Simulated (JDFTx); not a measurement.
**Au: equation of state with r2SCAN**

**Measured values to compare with.**

“Exploring toroidal anvil profiles for larger sample volumes above 4 Mbar”, 2024, pmc:11102561 quotes, for a bulk crystal of Au: bulk modulus 167 GPa.

Au:

```
Au
1.0
     0.00000    2.03500    2.03500
     2.03500    0.00000    2.03500
     2.03500    2.03500    0.00000
Au
1
Direct
  0.00000 0.00000 0.00000
```

```json
{
  "Program": "JDFTx 1.7.0 (patched build)",
  "Task": "equation of state",
  "Functional": "r2SCAN",
  "Potentials or basis": "SG15-PBE-1.2 with smoothed tails",
  "Cutoff": "1088 eV",
  "Density cutoff": "4354 eV",
  "k mesh": "11 × 11 × 11",
  "Occupations": "fermi-dirac, width 0.05 eV",
  "Spin": "no spin polarisation"
}
```

```
Equilibrium volume                      : 17.47 Å³/atom
Bulk modulus                            : 159 GPa
Pressure derivative of the bulk modulus : 5.8
```

Energy against volume, from the lowest point:
```
volume (Å³/atom)  energy (meV/atom)
          15.843              93.85
          16.181              56.26
          16.518              29.29
          16.855              11.67
          17.192               2.24
          17.529               0.00
          17.866               4.06
```

Measured bulk modulus of Au: 167 GPa (quoted in “Exploring toroidal anvil profiles for larger sample volumes above 4 Mbar”, 2024, pmc:11102561). This calculation gives 159 GPa (-5.0 %). The fit is for a static lattice scaled at fixed shape and fixed fractional positions.

Caveat: the potentials were made for another functional, which shifts forces and pressure. Spin-orbit coupling is left out, which matters for the levels of Au.
